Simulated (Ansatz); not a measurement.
BN in Ansatz: the effect of functional

The system is BN.

```
N B
1.0
     2.55723    0.00000    0.00000
    -1.27116    2.21891    0.00000
    -0.64303   -1.10946    3.08182
N B
1 1
Direct
  0.66851 0.33238 0.98500
  0.97964 0.98350 0.00181
```

The cell comes from a database or a generator and needn't be the stable form of this composition.

The cell isn't the ideal one: volume scaled by 1.06.

Alike in all runs:

* Program: Ansatz 0.2.0
* Task: single point
* Potentials or basis: Ansatz PAW
* k mesh: 13 × 13 × 9
* Occupations: fermi-dirac, width 0.05 eV
* Spin: no spin polarisation

```csv
functional,cutoff,gap on the mesh (eV),pressure (GPa),largest force (eV/Å)
LDA,420 eV (not typed: the program's choice for these potentials),2.68,-17.6,2.36
PBEsol,420 eV (not typed: the program's choice for these potentials),?,?,?
r2SCAN,500 eV (not typed: the program's choice for these potentials),3.31,-13.7,2.40
```

Task: What does the run with functional PBEsol give?

Result: gap on the mesh 2.74 eV; pressure -12.6 GPa; largest force 2.40 eV/Å.

Caveats: odd divisions of the mesh miss points on the zone boundary, where band edges often lie, so the gap on the mesh can be too wide; the PAW data sets come from PBE, with cores solved anew for the run's functional, which leaves a small shift of forces and pressure; forces of over 1 eV/Å show positions far from the minimum, so gaps and moduli don't describe the material at rest.

A k mesh can miss the band edges.
